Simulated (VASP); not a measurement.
# Ga2O3 (C2/m) in VASP: single point with PBE

Aim: the single point of Ga2O3 with PBE.

All numbers are computed with VASP 6.6.1; they aren't measurements. Logs are shortened: lines on timing, memory, paths and dates and some standing lists are left out, and cuts for length are marked.

**1. Starting point**

Symmetry: C2/m, No. 12, monoclinic system. Conventional cell: a = 12.214 Å, b = 3.037 Å, c = 5.798 Å, α = 90.00°, β = 103.83°, γ = 90.00°. Ga (site symmetry m) is surrounded by 4 O at 1.83 to 1.87 Å. Ga (site symmetry m) has 6 O at 1.93 to 2.07 Å as nearest neighbours. O (site symmetry m) is surrounded by 3 Ga at 1.83 to 1.94 Å. Around O (site symmetry m) lie 4 Ga at 1.87 to 2.07 Å. O (site symmetry m) has 3 Ga at 1.84 to 1.93 Å as nearest neighbours.

The cell was built by a generator and needn't be a form met in nature.

**2. Single point, PBE**

File INCAR:

```
  PREC = Accurate
  ENCUT = 520
  EDIFF = 1E-7
  ISMEAR = 0
  SIGMA = 0.01
  LREAL = F
  LASPH = T
  NELM = 100
  ALGO = Fast
  ISIF = 2
  LWAVE = F
  LCHARG = F
  GGA = PE
  NBANDS = 55
```

File KPOINTS:

```
regular mesh
0
Gamma
  4 4 2
```

File POSCAR:

```
Ga2O3
1.0
    6.1070000000     -1.5185500000      0.0000000000
    6.1070000000      1.5185500000      0.0000000000
   -1.3859888959      0.0000000000      5.6300087380
Ga O
4 6
Direct
    0.0910817651      0.0910817651      0.7955842730
    0.9089182349      0.9089182349      0.2044157270
    0.6588752206      0.6588752206      0.3142084312
    0.3411247794      0.3411247794      0.6857915688
    0.1666775576      0.1666775576      0.1096485809
    0.8333224424      0.8333224424      0.8903514191
    0.1728296598      0.1728296598      0.5616616178
    0.8271703402      0.8271703402      0.4383383822
    0.4962130695      0.4962130695      0.2551023396
    0.5037869305      0.5037869305      0.7448976604
```

Potentials or basis: VASP PAW PBE potentials, release 64 (Ga_d, O).

The run is started by

```bash
$ cat potpaw_PBE.64/Ga_d/POTCAR potpaw_PBE.64/O/POTCAR > POTCAR
$ mpirun -np 1 vasp_std > vasp.out
```

OUTCAR:

```text
PREC = Accurate
   ENCUT = 520
   EDIFF = 1E-7
   ISMEAR = 0
   LREAL = F
   LASPH = T
   NELM = 100
   ISIF = 2
   GGA = PE

 ion  position               nearest neighbor table
   1  0.091  0.091  0.796-   5 1.83  10 1.84  10 1.84   7 1.87
   2  0.909  0.909  0.204-   6 1.83   9 1.84   9 1.84   8 1.87
   3  0.659  0.659  0.314-   9 1.93   5 1.94   5 1.94   8 2.01   7 2.07   7 2.07
   4  0.341  0.341  0.686-  10 1.93   6 1.94   6 1.94   7 2.01   8 2.07   8 2.07
   5  0.167  0.167  0.110-   1 1.83   3 1.94   3 1.94
   6  0.833  0.833  0.890-   2 1.83   4 1.94   4 1.94
   7  0.173  0.173  0.562-   1 1.87   4 2.01   3 2.07   3 2.07
   8  0.827  0.827  0.438-   2 1.87   3 2.01   4 2.07   4 2.07
   9  0.496  0.496  0.255-   2 1.84   2 1.84   3 1.93
  10  0.504  0.504  0.745-   1 1.84   1 1.84   4 1.93

  LATTYP: Found a base centered monoclinic cell.
 ALAT       =    12.2140000000
 B/A-ratio  =     0.2486572785
 C/A-ratio  =     0.4747093499
 COS(beta)  =    -0.2390419096

  Lattice vectors:

 A1 = (   6.1070000000,  -1.5185500000,   0.0000000000)
 A2 = (   6.1070000000,   1.5185500000,   0.0000000000)
 A3 = (  -1.3859888959,   0.0000000000,   5.6300087380)

Analysis of symmetry for initial positions (statically):
=====================================================================
 Subroutine PRICEL returns:
 Original cell was already a primitive cell.

 Routine SETGRP: Setting up the symmetry group for a
 base centered monoclinic supercell.

 Subroutine GETGRP returns: Found  4 space group operations
 (whereof  4 operations were pure point group operations)
 out of a pool of  4 trial point group operations.

The static configuration has the point symmetry C_2h.

Analysis of symmetry for dynamics (positions and initial velocities):
=====================================================================
 Subroutine PRICEL returns:
 Original cell was already a primitive cell.

 Routine SETGRP: Setting up the symmetry group for a
 base centered monoclinic supercell.

 Subroutine GETGRP returns: Found  4 space group operations
 (whereof  4 operations were pure point group operations)
 out of a pool of  4 trial point group operations.

The dynamic configuration has the point symmetry C_2h.

 Subroutine INISYM returns: Found  4 space group operations
 (whereof  4 operations are pure point group operations),
[... 108 lines left out ...]
   ISYM   =      2    0-nonsym 1-usesym 2-fastsym
   POTIM  = 0.5000    time-step for ionic-motion
   TEBEG  =    0.0;   TEEND  =   0.0 temperature during run
   PSTRESS=    0.0 pullay stress
   NELECT =      88.0000    total number of electrons
   NUPDOWN=      -1.0000    fix difference up-down
   EMIN   =  10.00;   EMAX   =-10.00  energy-range for DOS
   EFERMI =   0.00;   METHOD = LEGACY
   ISMEAR =     0;   SIGMA  =   0.01  broadening in eV -4-tet -1-fermi 0-gaus
   EFERMI_NEDOS =   21; number of points for ismear=-14 and -15
   IALGO  =     68    algorithm
   IMIX   =      4    mixing-type and parameters
     AMIX     =   0.40;   BMIX     =  1.00
     AMIX_MAG =   1.60;   BMIX_MAG =  1.00
  volume/ion in A,a.u.               =      10.44        70.47
  Fermi-wavevector in a.u.,A,eV,Ry     =   1.546335  2.922150 32.533613  2.391153
  Thomas-Fermi vector in A             =   2.651586
   LORBIT       =      0    0 simple, 1 ext, 2 COOP (PROOUT), +10 PAW based schemes
   GGA     = PE    functional components
   LHFCALC =     F    Hartree Fock is set to
   AEXX    =    0.0000 exact exchange contribution
   IVDW    =     0    specifies the selected vdW correction
   LEPSILON=     F    determine dielectric tensor
   LRPA    =     F    only Hartree local field effects (RPA)
 non-spin polarized calculation
 RMM-DIIS sequential band-by-band and
 Gauss-broadening in eV      SIGMA  =   0.01
  energy-cutoff  :      520.00
  volume of cell :      104.42
 maximum number of plane-waves:      2846
 NGX is ok and might be reduce to    48
   NGX = 23   NGY = 23   NGZ = 21

 number of electron      88.0000014 magnetization

 Free energy of the ion-electron system (eV)
  ---------------------------------------------------
  ext. energy  EPLUGINS =         0.00000000
  ---------------------------------------------------
  free energy    TOTEN  =       -59.47148935 eV

  energy without entropy =      -59.47148935  energy(sigma->0) =      -59.47148935

 E-fermi :   3.9487     XC(G=0): -11.6475

 val. band max:        3.9023303091   @ k =   0.5000   0.5000   0.5000
 cond. band min:       6.3037033710   @ k =   0.0000   0.0000   0.0000
 fundamental gap:      2.4013730619
 Fermi energy:         3.9486790080

 k-point     1 :       0.0000    0.0000    0.0000
  band No.  band energies     occupation
      1     -15.0415      2.00000
      2     -13.8561      2.00000
      3     -13.8351      2.00000
      4     -13.7147      2.00000
      5     -13.2433      2.00000
      6     -13.2285      2.00000
[... 801 lines left out ...]
     54      15.9986      0.00000
     55      16.8960      0.00000

------------------------ aborting loop because EDIFF is reached ----------------------------------------

  FORCE on cell =-STRESS in cart. coord.  units (eV):
  Direction    XX          YY          ZZ          XY          YZ          ZX
  --------------------------------------------------------------------------------------
  -------------------------------------------------------------------------------------
  Total        5.9078282      6.6281105      6.2464701      0.0000000      0.0000000      0.1115729
  in kB       90.6446883    101.6960866     95.8405210      0.0000000      0.0000000      1.7118798
  external PRESSURE =      96.0604320 kB  Pullay stress =       0.0000000 kB

 VOLUME and BASIS-vectors are now :
 -----------------------------------------------------------------------------
  energy-cutoff  :      520.00
  volume of cell :      104.42
      direct lattice vectors                 reciprocal lattice vectors
     6.107000000 -1.518550000  0.000000000     0.081873260 -0.329261467  0.020155462
     6.107000000  1.518550000  0.000000000     0.081873260  0.329261467  0.020155462
    -1.385988896  0.000000000  5.630008738     0.000000000  0.000000000  0.177619618

 POSITION                                       TOTAL-FORCE (eV/Angst)
 -----------------------------------------------------------------------------------
      0.00980      0.00000      4.47915         0.049740      0.000000      0.009220
     10.81821      0.00000      1.15086        -0.049740      0.000000     -0.009220
      7.61201      0.00000      1.76900        -0.013194      0.000000     -0.000713
      3.21600      0.00000      3.86101         0.013194      0.000000      0.000713
      1.88383      0.00000      0.61732         0.130925      0.000000     -0.066132
      8.94418      0.00000      5.01269        -0.130925      0.000000      0.066132
      1.33248      0.00000      3.16216        -0.051319      0.000000      0.026553
      9.49553      0.00000      2.46785         0.051319      0.000000     -0.026553
      5.70718      0.00000      1.43623         0.040804      0.000000      0.024168
      5.12083      0.00000      4.19378        -0.040804      0.000000     -0.024168
 -----------------------------------------------------------------------------------
    total drift:                                0.000000      0.000000      0.000000

  FREE ENERGIE OF THE ION-ELECTRON SYSTEM (eV)
  ---------------------------------------------------
  free  energy   TOTEN  =       -59.4714893502 eV

  energy  without entropy=      -59.4714893502  energy(sigma->0) =      -59.47148935
```

OSZICAR:

```text
N       E                     dE             d eps       ncg     rms          rms(c)
DAV:   1     0.119341770192E+04    0.11934E+04   -0.39952E+04  1877   0.294E+03
DAV:   2     0.195169896774E+03   -0.99825E+03   -0.93808E+03  1556   0.805E+02
DAV:   3    -0.482291890800E+02   -0.24340E+03   -0.23747E+03  1769   0.258E+02
[... 11 lines left out ...]
RMM:  15    -0.594714882844E+02   -0.76428E-05   -0.62772E-05  2522   0.276E-02    0.713E-03
RMM:  16    -0.594714888272E+02   -0.54277E-06   -0.15605E-05  2285   0.143E-02    0.387E-03
RMM:  17    -0.594714890188E+02   -0.19157E-06   -0.47814E-06  2091   0.896E-03    0.752E-04
RMM:  18    -0.594714893225E+02   -0.30368E-06   -0.15766E-06  1866   0.486E-03    0.920E-04
RMM:  19    -0.594714893502E+02   -0.27772E-07   -0.53077E-07  1563   0.307E-03
   1 F= -.59471489E+02 E0= -.59471489E+02  d E =-.825568E-13
```

Wall time 2.2 min (1 thread of Intel Xeon 6975P-C (Granite Rapids), shared host); peak memory 0.33 GiB.

Results:

| Quantity | Value |
| --- | --- |
| Free energy | -59.4715 eV |
| Pressure | 9.6 GPa |
| Largest force | 0.147 eV/Å |
| Band gap on the k mesh | 2.40 eV, indirect (least direct gap 2.42 eV) |

Forces on the atoms (eV/Å):
```
Ga   0.050  0.000  0.009
Ga  -0.050  0.000 -0.009
Ga  -0.013  0.000 -0.001
Ga   0.013  0.000  0.001
O    0.131  0.000 -0.066
O   -0.131  0.000  0.066
O   -0.051  0.000  0.027
O    0.051  0.000 -0.027
O    0.041  0.000  0.024
O   -0.041  0.000 -0.024
```

Caveat: the k mesh is coarse (spacing up to 0.56 Å⁻¹), so the values aren't converged. A k mesh can miss the band edges.
